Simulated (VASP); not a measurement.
```yaml
crystal:
  lattice:
    - [2.65824, 0.00000, 0.00000]
    - [0.00000, 2.65824, 0.00000]
    - [0.00000, 0.00000, 3.65404]
  atoms:
    - { symbol: Co, position: [0.00000, 0.00000, 0.00000], spin: 1.8 }
    - { symbol: Pt, position: [0.50000, 0.50000, 0.50000], spin: 0.4 }
```

Level of theory: PBEsol GGA, VASP's PBE PAW potentials (set 64) (plane waves; VASP). Settings: 400 eV cut-off, Gaussian smearing of 0.050 eV, potentials Co Pt.

Unless said otherwise, spin-orbit coupling is left out, though it shifts the bands of the heavy elements here.

### Question
Estimate the cell moment, band gap (along the path) with the smallest direct gap where there is one.

### Answer

```
Quantity                                                      Value
-------------------------  ----------------------------------------
band gap (along the path)  none (metal, semimetal or under 0.01 eV)
cell moment                                                 2.19 μB
```

Total energies compare only between runs with the same potentials, cut-off and functional.

The compound is CoPt in the L1_0 structure. It was relaxed first.
